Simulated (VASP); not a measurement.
Wanted: the native input for a VASP 6.6.1 run.

```yaml
Task: atomic charges
Functional: PBE
Potentials_or_basis: VASP PAW PBE potentials, release 64 (Cu, O)
Cutoff: 520 eV
k_mesh: 10 × 10 × 5
Occupations: gaussian, width 0.02 eV
Spin: no spin polarisation
Further_INCAR_settings: ALGO = Normal; EDIFF = 1e-07
```

The structure of CuO (Tenorite) lies in POSCAR:

```
CuO
1.0
    2.3446500000     -1.7134000000      0.0000000000
    2.3446500000      1.7134000000      0.0000000000
   -0.8605543552      0.0000000000      5.0594363927
Cu O
2 2
Direct
    0.4968000000      0.0032000000      0.5000000000
    0.0032000000      0.4968000000      0.0000000000
    0.4056000000      0.5714000000      0.7537000000
    0.5714000000      0.4056000000      0.2537000000
```

The input as run:

INCAR

```
ALGO = Normal
EDIFF = 1E-7
ENCUT = 520
GGA = PE
ISIF = 2
ISMEAR = 0
LASPH = T
LCHARG = F
LORBIT = 11
LREAL = F
LWAVE = F
NELM = 100
PREC = Accurate
SIGMA = 0.02
```

KPOINTS

```
k-points
0
Gamma
  10 10 5
```

Potentials or basis: VASP PAW PBE potentials, release 64 (Cu, O).

The run is started by

```console
$ cat potpaw_PBE.64/Cu/POTCAR potpaw_PBE.64/O/POTCAR > POTCAR
$ mpirun -np 1 vasp_std > vasp.out
```

Results of the run:

| Item | Value |
| --- | --- |
| Pressure | 6.3 GPa |
| Largest force | 0.788 eV/Å |
| Band gap on the k mesh | none (metal or under the smearing width) |
| Valence electrons inside the program's atomic spheres | Cu 9.91; O 4.96 |

Caveat: the run has no spin polarisation, though such a crystal can be magnetic; semilocal functionals often make such compounds metallic where correlation or magnetic order opens a gap, which also shifts bond lengths.

Wall time 44 s on 1 thread of Intel(R) Xeon(R) 6975P-C (Granite Rapids), with other jobs on the host, peak memory 0.24 GiB.
